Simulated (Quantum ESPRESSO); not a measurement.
SiNi, 8 atoms in the cell. It takes space group Pnma (No. 62, orthorhombic). Conventional cell: a = 5.173 Å, b = 3.338 Å, c = 5.605 Å, α = 90.00°, β = 90.00°, γ = 90.00°. Around Ni (site symmetry m) lie 6 Si at 2.28 to 2.40 Å. Si (site symmetry m) has 6 Ni at 2.28 to 2.40 Å as nearest neighbours. 

| Quantity | Value |
| --- | --- |
| Program | Quantum ESPRESSO 7.5 |
| Task | Wannier functions |
| Functional | LDA |
| Potentials or basis | GBRV 1.5 LDA |
| Cutoff | 612 eV |
| Density cutoff | 4898 eV |
| k mesh | 3 × 5 × 3 |
| Occupations | fermi-dirac, width 0.05 eV |
| Spin | collinear spin, ferromagnetic start |
| Starting moments | [1.0, 1.0, 1.0, 1.0, 0.0, 0.0, 0.0, 0.0] μB |
| Form of the LDA correlation | PZ81 |
| Mixing beta | 0.3 |
| Most SCF iterations | 120 |
| SCF threshold | 1.6e-09 Ry |
| k mesh for the Wannier functions | 2 × 3 × 2 |

Potentials or basis: GBRV 1.5 LDA.

Command:

```console
$ OMP_NUM_THREADS=1 mpirun -n 4 pw.x -nk 2 -in pw.in > pw.out
$ OMP_NUM_THREADS=1 mpirun -n 4 pw.x -nk 4 -in nscf.in > nscf.out
$ wannier90.x -pp w_up
$ OMP_NUM_THREADS=1 mpirun -n 1 pw2wannier90.x -in pw2wan_up.in > pw2wan_up.out
$ wannier90.x w_up
$ wannier90.x -pp w_dn
$ OMP_NUM_THREADS=1 mpirun -n 1 pw2wannier90.x -in pw2wan_dn.in > pw2wan_dn.out
$ wannier90.x w_dn
$ OMP_NUM_THREADS=1 mpirun -n 4 pw.x -nk 4 -in bands.in > bands.out
```

Hardware: 4 MPI ranks on Intel(R) Xeon(R) Platinum 8259CL CPU @ 2.50GHz (Skylake/Cascade Lake), with other jobs on the host.

Question: Estimate the wall time of this run.

Answer: Wall time 8.6 min on 4 MPI ranks on Intel(R) Xeon(R) Platinum 8259CL CPU @ 2.50GHz (Skylake/Cascade Lake), on a shared host, peak memory 1.2 GiB a rank. Counts: scf iterations 17, k pools 2, bands 60, k points 12, g dense 75291.
